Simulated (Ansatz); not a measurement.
# CdS under changes of volume

One of the cells (45.635 Å³/atom); the others are scaled copies at fixed shape and fractional positions:

```
CELL_PARAMETERS angstrom
4.26117 0.00000 0.00000
-2.13058 3.69028 0.00000
0.00000 0.00000 5.80417
ATOMIC_POSITIONS crystal
Cd 0.00000 0.00000 0.44269
S 0.66667 0.33333 0.43431
```

Measurements of this composition are mostly on another form, of space group No. 186.

```yaml
Program: Ansatz 0.2.0
Functional: HSE06
Potentials_or_basis: Ansatz PAW
Cutoff: "420 eV (not typed: the program's choice for these potentials)"
k_mesh: 4 × 4 × 4
Occupations: fermi-dirac, width 0.05 eV
Spin: no spin polarisation
```

| volume (Å³/atom) | energy over the lowest point (meV/atom) | pressure (GPa) | gap on the mesh (eV) | largest force (eV/Å) |
| --- | --- | --- | --- | --- |
| 42.897 | 6.25 | 1.3 | 2.60 | 0.001 |
| 43.810 | 1.12 | 0.5 | 2.57 | 0.006 |
| 44.722 | 0.00 | -0.1 | 2.53 | 0.012 |
| 45.635 | 2.43 | -0.7 | 2.49 | 0.018 |
| 46.548 | ? | ? | ? | ? |
| 47.460 | 16.51 | -1.7 | 2.40 | 0.027 |
| 48.373 | 27.53 | -2.1 | 2.36 | 0.031 |

Task: What does the run at 46.548 Å³/atom give?

Result: Energy over the lowest point 8.04 meV/atom; pressure -1.2 GPa; gap on the mesh 2.44 eV; largest force 0.023 eV/Å.

Worked out: A Birch-Murnaghan fit of order 3 (a polynomial in V^(-2/3)) to the other rows has its minimum at 44.54 Å³/atom with B0 = V·E''(V) = 31 GPa and B' = 4.5 at fixed shape and positions, which overstates the stiffness. It gives 8.05 meV/atom at 46.548 Å³/atom, against the run's 8.04, and -dE/dV = -1.2 GPa, against -1.2. A parabola through the other rows of the gap, of slope -2.2 eV per unit of ln V there, gives 2.45 eV, against the run's 2.44.

Energies are extrapolated to zero smearing.

Caveats: some runs use coarse meshes; the PAW data sets come from PBE, with cores solved anew for the run's functional, which leaves a small shift of forces and pressure; the thresholds are loose for stress.

A mesh can miss the band edges. Spin-orbit coupling on Cd is left out.
